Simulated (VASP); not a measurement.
CO2: single point with PBEsol

CO2:

```
CELL_PARAMETERS angstrom
2.63591 -2.38738 0.00000
2.63591 2.38738 0.00000
0.00000 0.00000 6.58717
ATOMIC_POSITIONS crystal
O 0.33198 0.70511 0.60389
O 0.68408 0.30975 0.38669
O 0.18928 0.80583 0.11288
O 0.80321 0.18211 0.88830
C 0.49159 0.49769 0.49826
C 0.01359 0.00556 0.99847
```

The cell comes from a database or a generator and needn't be the stable form of this composition.

The cell isn't the ideal one: atoms moved at random, drawn with an rms of 0.05 Å.

```
Program             : VASP 6.6.1
Task                : single point
Functional          : PBEsol
Potentials or basis : VASP PAW PBE potentials, release 64 (O, C)
Cutoff              : 520 eV
k mesh              : 8 × 8 × 4
Occupations         : fermi-dirac, width 0.05 eV
Spin                : no spin polarisation
```

| Quantity | Value |
| --- | --- |
| Pressure | 5.1 GPa |
| Largest force | 5.521 eV/Å |
| Band gap on the k mesh | 6.14 eV, indirect (least direct gap 6.65 eV) |

Forces on the atoms (eV/Å):
```
O    0.050  4.299  3.463
O   -0.408 -0.715 -0.468
O    0.443 -0.108 -0.123
O    0.517 -0.341  0.135
C    0.357 -3.604 -2.976
C   -0.959  0.469 -0.032
```

Stress tensor (GPa, compression positive):
```
0.67 1.14 0.68
1.14 8.91 7.06
0.68 7.06 5.67
```

Levels at points of the mesh, in eV from the valence-band top:
```
           k point  band 13  band 14  band 15  band 16  band 17  band 18  band 19  band 20
(0.00, 0.00, 0.00)    -0.95    -0.91    -0.58    -0.52     6.14     7.40     7.55     7.84
(0.50, 0.00, 0.00)    -0.75    -0.66    -0.32    -0.28     7.25     7.76     8.13     8.80
(0.00, 0.50, 0.00)    -0.69    -0.59    -0.33    -0.22     7.09     7.87     8.28     8.75
(0.50, 0.50, 0.00)    -0.99    -0.65    -0.31     0.00     7.78     8.42     8.95     9.12
(0.00, 0.00, 0.50)    -0.80    -0.76    -0.72    -0.66     6.65     7.11     7.90     8.16
(0.50, 0.00, 0.50)    -0.83    -0.73    -0.26    -0.25     7.36     7.74     8.19     8.78
(0.00, 0.50, 0.50)    -0.76    -0.67    -0.24    -0.22     7.19     7.82     8.35     8.79
(0.50, 0.50, 0.50)    -0.68    -0.66    -0.36    -0.25     8.14     8.43     8.68     8.95
```

Wall time 68 s on 2 MPI ranks on Intel(R) Xeon(R) Platinum 8488C (Sapphire Rapids), with other jobs on the host, peak memory 0.31 GiB a rank.

Caveat: the standard files for N, O and F lose accuracy on very short bonds; the PAW data sets were made with another functional, which shifts forces and pressure a little. A k mesh can miss the band edges.
